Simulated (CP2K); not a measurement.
A run of CP2K 2026.2:

File sb_bands.inp:

```
&GLOBAL
  PROJECT sb_bands
  RUN_TYPE ENERGY_FORCE
  PRINT_LEVEL LOW
&END GLOBAL
&FORCE_EVAL
  METHOD QS
  STRESS_TENSOR ANALYTICAL
  &DFT
    BASIS_SET_FILE_NAME BASIS_MOLOPT_UZH
    POTENTIAL_FILE_NAME POTENTIAL_UZH
    &MGRID
      CUTOFF 450
      REL_CUTOFF 60
      NGRIDS 5
    &END MGRID
    &QS
      METHOD GPW
      EPS_DEFAULT 1.0E-10
    &END QS
    &KPOINTS
      SCHEME MONKHORST-PACK 8 8 8
      GAMMA_CENTERED T
      SYMMETRY T
      SYMMETRY_BACKEND SPGLIB
    &END KPOINTS
    &SCF
      SCF_GUESS ATOMIC
      EPS_SCF 1.0E-6
      MAX_SCF 100
      ADDED_MOS 10
      CHOLESKY OFF
      EPS_EIGVAL 1.0E-7
      &DIAGONALIZATION ON
        ALGORITHM STANDARD
      &END DIAGONALIZATION
      &MIXING ON
        METHOD BROYDEN_MIXING
        ALPHA 0.4
        BETA 1.5
        NBUFFER 8
      &END MIXING
      &SMEAR ON
        METHOD FERMI_DIRAC
        ELECTRONIC_TEMPERATURE 300.56
      &END SMEAR
    &END SCF
    &XC
      &XC_FUNCTIONAL
        &GGA_X_PBE_SOL
        &END GGA_X_PBE_SOL
        &GGA_C_PBE_SOL
        &END GGA_C_PBE_SOL
      &END XC_FUNCTIONAL
    &END XC
    &PRINT
      &KPOINTS ON
      &END KPOINTS
      &MULLIKEN ON
      &END MULLIKEN
      &MO ON
        ENERGIES T
        OCCUPATION_NUMBERS T
        &EACH
          QS_SCF 0
        &END EACH
        ADD_LAST NUMERIC
      &END MO
      &BAND_STRUCTURE
        FILE_NAME bands.bs
        ADDED_MOS 4
        &KPOINT_SET
          UNITS B_VECTOR
          NPOINTS 10
          SPECIAL_POINT GAMMA 0.00000000 0.00000000 0.00000000
          SPECIAL_POINT L 0.50000000 0.00000000 0.00000000
          SPECIAL_POINT B1 0.50000000 0.23968736 -0.23968736
        &END KPOINT_SET
        &KPOINT_SET
          UNITS B_VECTOR
          NPOINTS 10
          SPECIAL_POINT B 0.76031264 0.50000000 0.23968736
          SPECIAL_POINT Z 0.50000000 0.50000000 0.50000000
          SPECIAL_POINT GAMMA 0.00000000 0.00000000 0.00000000
          SPECIAL_POINT X 0.36984368 0.00000000 -0.36984368
        &END KPOINT_SET
        &KPOINT_SET
          UNITS B_VECTOR
          NPOINTS 10
          SPECIAL_POINT Q 0.63015632 0.36984368 0.00000000
          SPECIAL_POINT F 0.50000000 0.50000000 0.00000000
          SPECIAL_POINT P1 0.63015632 0.63015632 0.23968736
          SPECIAL_POINT Z 0.50000000 0.50000000 0.50000000
        &END KPOINT_SET
        &KPOINT_SET
          UNITS B_VECTOR
          NPOINTS 10
          SPECIAL_POINT L 0.50000000 0.00000000 0.00000000
          SPECIAL_POINT P 0.76031264 0.36984368 0.36984368
        &END KPOINT_SET
      &END BAND_STRUCTURE
    &END PRINT
  &END DFT
  &SUBSYS
    &CELL
      ABC 4.5066618304 4.5066618304 4.5066618304
      ALPHA_BETA_GAMMA 57.1101731736 57.1101731728 57.1101731727
      PERIODIC XYZ
    &END CELL
    &COORD
      SCALED
      Sb  0.7665100000 0.7665100000 0.7665100000
      Sb  0.2334900000 0.2334900000 0.2334900000
    &END COORD
    &KIND Sb
      BASIS_SET TZVP-MOLOPT-PBE-GTH-q5
      POTENTIAL GTH-PBE-q5
    &END KIND
    &PRINT
      &ATOMIC_COORDINATES ON
      &END ATOMIC_COORDINATES
      &CELL ON
      &END CELL
      &SYMMETRY ON
      &END SYMMETRY
    &END PRINT
  &END SUBSYS
  &PRINT
    &FORCES ON
    &END FORCES
    &STRESS_TENSOR ON
    &END STRESS_TENSOR
  &END PRINT
&END FORCE_EVAL
```

Potentials or basis: POTENTIAL_UZH Sb GTH-PBE-q5; TZVP-MOLOPT-PBE-GTH basis.

Run with:

```console
$ OMP_NUM_THREADS=1 cp2k.psmp -i sb_bands.inp -o sb_bands.out
```

Hardware: 1 thread of Arm Neoverse V2 (shared host).

Task: Estimate the wall time of this run.

Result: Wall time 15 s on 1 thread of Arm Neoverse V2, with other jobs on the host, peak memory 0.3 GiB. Counts: scf iterations 13, k points 65, basis 34, bands 15, force evaluations 1.
